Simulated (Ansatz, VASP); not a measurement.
**Ta in VASP and in Ansatz**

```
Ta
1.0
    -1.65128    1.65128    1.65128
     1.65128   -1.65128    1.65128
     1.65128    1.65128   -1.65128
Ta
1
Direct
  0.00000 0.00000 0.00000
```

Alike in both runs: task single point; functional PBE; k mesh 16 × 16 × 16; occupations gaussian, width 0.05 eV; no spin polarisation.

|  | VASP | Ansatz |
| --- | --- | --- |
| version | VASP 6.6.1 | Ansatz 0.2.0 |
| potentials or method | VASP PAW PBE potentials, release 64 (Ta_pv) | scalar-relativistic, plane waves, PAW |
| plane-wave cutoff (eV) | 520 | 420 |
| valence electrons in the cell | 11 | 13 |

|  | VASP | Ansatz | Ansatz less VASP |
| --- | --- | --- | --- |
| pressure (GPa) | 3.4 | 3.3 | -0.12 |

The two sets of potentials don't hold the same shells in valence.

Spin-orbit coupling is left out, which matters for the levels of Ta.
